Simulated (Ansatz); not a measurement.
**BN: a vibration from a frozen displacement**

Method: Ansatz 0.2.0, DFT r2SCAN, scalar-relativistic, plane waves, PAW. The runs took a 500 eV cutoff, a Γ-centred 12×12×12 mesh and Gaussian smearing (0.05 eV). No spin polarisation. Energies are free energies at this smearing, counted from the undisturbed cell; pressure is positive in compression.

Reference structure (as given, not relaxed at this level; it stands at -5.2 GPa):

```xyz
2
Lattice="0.0000 1.8130 1.8130 1.8130 0.0000 1.8130 1.8130 1.8130 0.0000" Properties=species:S:1:pos:R:3 pbc="T T T"
B     0.0000    0.0000    0.0000
N     2.7195    2.7195    2.7195
```

Every B atom is moved by x along the Cartesian unit vector (0.707, 0.707, 0.000); the cell and all other atoms stay fixed. The cell's volume is 11.92 Å³; the moved atoms weigh 10.810 u together and the others 14.007 u. Some rows repeat others by symmetry and weren't run.

```
  x (Å)  ΔE (meV/cell) total force on the moved atoms along the move (eV/Å) pressure (GPa)
-0.2000         470.80                                                4.6918          6.5853
-0.1750         360.76                                                4.1111          3.8046
-0.1500         265.26                                                3.5287          1.4085
-0.1250         184.34                                                2.9444         -0.6088
-0.1000         118.05                                                2.3583         -2.2522
-0.0750          66.43                                                1.7705         -3.5259
-0.0500          29.54                                                1.1812         -4.4332
-0.0250           7.39                                                0.5909         -4.9767
 0.0000           0.00                                                0.0000         -5.1577
 0.0250           7.39                                               -0.5909         -4.9767
 0.0500          29.54                                               -1.1812         -4.4332
 0.0750          66.43                                               -1.7705         -3.5259
 0.1000         118.05                                               -2.3583         -2.2522
 0.1250         184.34                                               -2.9444         -0.6088
 0.1500         265.26                                               -3.5287          1.4085
 0.1750         360.76                                               -4.1111          3.8046
 0.2000         470.80                                               -4.6918          6.5853
```

Q: What frequency belongs to this motion?

A: The force constant is k = −dF/dx = 23.634 eV/Å², from the parabola through x = -0.0250, 0 and 0.0250. In every cell the moved atoms swing against the rest, so the mass is μ = m₁m₂/(m₁ + m₂) = 6.101 u, and ν̃ = 521.5 cm⁻¹ × √(|k|/μ) = 1026 cm⁻¹, at this cell's pressure of -5.2 GPa. To first order in x, and within 1 %, the force on every atom lies along the move and, within each of the two groups, in proportion to the atom's mass, so this is itself a mode at the zone centre of this cell, taken without macroscopic field (the transverse frequency in a polar insulator).

Q: How far does the harmonic law reach?

A: At x = -0.200 Å, kx²/2 = 472.69 meV against the computed 470.80 meV (-0.4 %): the well is still close to harmonic there.

Q: The pressure changes with x². What does that say about the frequency under compression?

A: With E = k(V)x²/2, k ∝ V^(−2γ) and x scaling with the cell as V^(1/3), P − P0 = −∂E/∂V = (2γ − 2/3) ΔE/V. At x = 0.0500 Å, V(P − P0) = 11.92 × 0.72446 / 160.2 eV = 53.89 meV and ΔE = 29.54 meV, so γ = 1/3 + V(P − P0)/(2ΔE) = 1.25. This is the Grüneisen parameter of the motion under uniform scaling of the cell: shrinking the cell evenly by 1 % in volume raises the frequency by about 1.25 %.